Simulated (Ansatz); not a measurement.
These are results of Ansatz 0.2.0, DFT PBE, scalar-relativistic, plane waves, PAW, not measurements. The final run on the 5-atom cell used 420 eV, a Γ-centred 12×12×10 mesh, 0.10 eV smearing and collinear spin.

Formation energies are uncorrected and count from the elements' standard states at the same level.

Q: Propose a candidate for a monoclinic metal that holds Pt and 1 more element, with a formation energy near −0.19 eV/atom, about 14 Å³ per atom and a net moment near 1.4 μB per atom, in a cell of 5 atoms. Its symmetry should be C2/m (No. 12).

A: Fe2Pt3, space group C2/m (No. 12). Fe has 1 Fe at 2.66 Å, 9 Pt at 2.66–2.79 Å and 2 Fe at 2.83 Å; around Pt on a site of symmetry 2/m lie 6 Fe at 2.71–2.79 Å and 6 Pt at 2.74–2.79 Å; Pt on a site of symmetry m is surrounded by 6 Fe at 2.66–2.75 Å and 6 Pt at 2.69–2.83 Å.

```
Fe Pt
1.0
     4.29331   -1.93952    0.00000
     4.29331    1.93952    0.00000
    -4.14080    0.00000    4.33750
Fe Pt
2 3
Direct
  0.40784 0.40784 0.70856
  0.59216 0.59216 0.29144
  0.00000 0.00000 0.50000
  0.79938 0.79938 0.88503
  0.20062 0.20062 0.11497
```

| Item | Value |
| --- | --- |
| Volume per atom | 14.45 Å³ |
| Density | 16.02 g/cm³ |
| Formation energy | −0.19 eV/atom |
| Gap on the 12×12×10 mesh of the 5-atom cell | 0 eV (a metal) |
| Net moment per atom | 1.41 μB |
| Moment by site | Fe 3.0 (×2); Pt 0.3, 0.4 (×2) μB |

The cell was found from a structure generator's guess, not taken from experiment. The answer needn't be unique; the calculation gave this one.

These runs have no spin–orbit coupling, which can matter for Pt. The magnetic state reached may not be the lowest. This cell was reached by moving the atoms of another relaxed cell at random and relaxing again, last within the group found; it had no such test of its own. Site moments count only spheres around the atoms; the net moment includes the space between them.
